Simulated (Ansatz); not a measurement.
Rows from a G0W0 calculation on MgI2/MgI2 (1T multilayer) (Ansatz 0.2.0; G0W0 on PBEsol, plane waves, PAW; 3×3×1 mesh, 302 empty bands, screening to 36 eV), in eV. Spin-orbit coupling is left out.

```tsv
row	Σx	Σc	Vxc	Z
A	-6.97	-3.34	-11.26	0.82
B	-6.51	-3.33	-10.82	0.81
C	-6.28	-3.39	-10.68	0.81
D	-6.71	-3.33	-11.09	0.81
E	-18.04	2.19	-15.28	0.79
F	-17.70	2.21	-14.89	0.79
```

Q: Which rows are filled states and which are empty ones, and how can one tell?

Filled: E and F. Empty: A, B, C and D. The sign of Σc tells: for a filled state bare exchange, which holds its interaction with itself, lies below Vxc (Σx − Vxc is -2.8 eV or lower here) and screening gives part back as a positive Σc. For an empty state Σx lies above Vxc (+4.3 eV or more) and the Coulomb hole leaves Σc negative.

[Paths, hosts, dates, memory and timing lines, banners, echoed tables and standing remarks are left out of the program output.]

[Logs are printed without paths, hosts, clocks, repeated set-up lines and the standing remarks that a program may print on its own settings, such as how far it seeks lower states.]

[Runs of the session that timed out or met a known fault of the program may be left out.]

[Cells called generated may have been cut or substituted from an entry of the Crystallography Open Database or the Materials Project.]

[Hosts, paths, dates, database ids (printed as entryN), source tags and the programs' standing remarks are cut or masked in the printed files.]
